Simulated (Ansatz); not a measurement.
# A strain series on BAs (zincblende): uniaxial along z, other directions held

BAs (zincblende), relaxed with r2SCAN in Ansatz, then strained (uniaxial along z, other directions held; changes of length per length, axes as in the cell below) with the atoms relaxed again within the symmetry that is left. The symmetry is F-43m (No. 216, cubic); conventional cell a = 4.784 Å, 13.68 Å³ an atom. Around B lie 4 As at 2.07 Å; around As lie 4 B at 2.07 Å. (Simulation; spin polarisation is off.)

```
CELL_PARAMETERS angstrom
0.00000 2.39187 2.39187
2.39187 0.00000 2.39187
2.39187 2.39187 0.00000
ATOMIC_POSITIONS crystal
B 0.00000 0.00000 0.00000
As 0.25000 0.25000 0.25000
```

Gaps are the least over each mesh (PBE 10×10×10, r2SCAN 10×10×10, HSE06 6×6×6 when unstrained) and the special points, which keep their unstrained names; stress is the change from the unstrained cell, compression positive.

| strain (%) | gap, PBE (eV) | gap, r2SCAN (eV) | gap, HSE06 (eV) | edges, HSE06 | stress along the strain, r2SCAN (GPa) | energy rise, r2SCAN (meV/atom) |
| --- | --- | --- | --- | --- | --- | --- |
| -4.0 | 0.528 | – | 1.142 | Γ → Γ–X (0.80) | – | – |
| -3.0 | 0.696 | 0.854 | 1.318 | Γ → Γ–X (0.80) | +9.00 | 11.4 |
| -2.22 | 0.826 | 0.991 | 1.454 | Γ → Γ–X (0.80) | +6.60 | 6.2 |
| -2.0 | 0.862 | 1.030 | 1.492 | Γ → Γ–X (0.80) | +5.93 | 5.0 |
| -1.0 | 1.026 | 1.203 | 1.664 | Γ → Γ–X (0.80) | +2.93 | 1.3 |
| 0.0 | 1.188 | 1.375 | 1.833 | Γ → Γ–X (0.80) | 0.00 | 0.0 |
| +1.0 | 1.124 | 1.306 | 1.764 | Γ → Γ–X (0.80) | -2.86 | 1.2 |
| +2.0 | 1.061 | 1.238 | 1.697 | Γ → Γ–X (0.80) | -5.65 | 4.8 |
| +4.0 | 0.939 | 1.109 | 1.567 | Γ → Γ–X (0.79) | -11.01 | 19.1 |

**Question.** Estimate the row for a strain of +3.0 %.

**Answer.**

| strain (%) | gap, PBE (eV) | gap, r2SCAN (eV) | gap, HSE06 (eV) | edges, HSE06 | stress along the strain, r2SCAN (GPa) | energy rise, r2SCAN (meV/atom) |
| --- | --- | --- | --- | --- | --- | --- |
| +3.0 | 0.999 | 1.173 | 1.631 | Γ → Γ–X (0.80) | -8.37 | 10.8 |

Between zero and the nearest strains the slope of the HSE06 gap against strain is +0.169 eV per percent for negative and -0.069 for positive strain; it falls either way, as happens when edge states split or other valleys take over.

Spin-orbit coupling is left out.

Where an edge lies off the special points, it is a point of the mesh or the k point where a search put PBE's edge or least direct gap, reused for the other functionals, whose own edges may lie a little apart.

The meshes of the hybrids are coarse, so their gaps aren't converged to the digits shown.
